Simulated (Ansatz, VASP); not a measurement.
## SrO in VASP and in Ansatz

```xyz
2
Lattice="0.0000 2.5322 2.5322 2.5322 0.0000 2.5322 2.5322 2.5322 0.0000" Properties=species:S:1:pos:R:3 pbc="T T T"
Sr    2.5422    2.5422    2.5422
O     0.0000    0.0000    0.0000
```

Change from the starting cell: atom 1 moved by [0.01, 0.01, 0.01] A.

Alike in both runs: task single point; functional LDA; k mesh 8 × 8 × 8; no spin polarisation.

```csv
,VASP,Ansatz
version,VASP 6.6.1,Ansatz 0.2.0
potentials or method,"VASP PAW LDA potentials, release 64 (Sr_sv, O), cutoff 520 eV","all-electron LAPW, scalar-relativistic"
occupations,"gaussian, width 0.01 eV",fixed
```

Ansatz gave:

- gap on the k mesh at the Fermi level (eV): 3.13
- pressure (GPa): 0.0
- rms of the force components (eV/Å): 0.023

Q: Which values does VASP return?

A: gap on the k mesh at the Fermi level (eV): 3.06; pressure (GPa): 0.8; rms of the force components (eV/Å): 0.025.

Atom by atom the forces differ by 0.002 eV/Å (rms over components). Ansatz ran all-electron here, so the differences hold the error of VASP's frozen core and of both bases.

A k mesh can miss the band edges.
